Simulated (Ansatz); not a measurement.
Zn:

```
Zn
1.0
     3.77113    0.00000    0.00000
     0.00000    3.77113    0.00000
     0.00000    0.00000    3.77113
Zn
3
Direct
  0.00000 0.50000 0.50000
  0.50000 0.00000 0.50000
  0.50000 0.50000 0.00000
```

The cell was built by a generator and needn't be a form met in nature.

Base run:

```yaml
Program: Ansatz 0.2.0
Functional: PBEsol
Potentials_or_basis: Ansatz PAW
Cutoff: "420 eV (not typed: the program's choice for these potentials)"
k_mesh: 7 × 7 × 7
Occupations: fermi-dirac, width 0.05 eV
Spin: no spin polarisation
```

Its results: band gap on the k mesh none (metal or under the smearing width); pressure -4.5 GPa.

Q: After a change of settings the same cell gave: band gap on the k mesh none (metal or under the smearing width); pressure -7.2 GPa. Which change was it?
A. functional from PBEsol to RPBE
B. functional from PBEsol to r2SCAN; cutoff from 420 eV (not typed: the program's choice for these potentials) to 500 eV (not typed: the program's choice for these potentials)
C. functional from PBEsol to LDA
D. functional from PBEsol to PBE

A: C.

LDA binds more tightly than PBEsol, so the same cell stands under less pressure.

Caveats: the PAW data sets come from PBE, with cores solved anew for the run's functional, which leaves a small shift of forces and pressure.
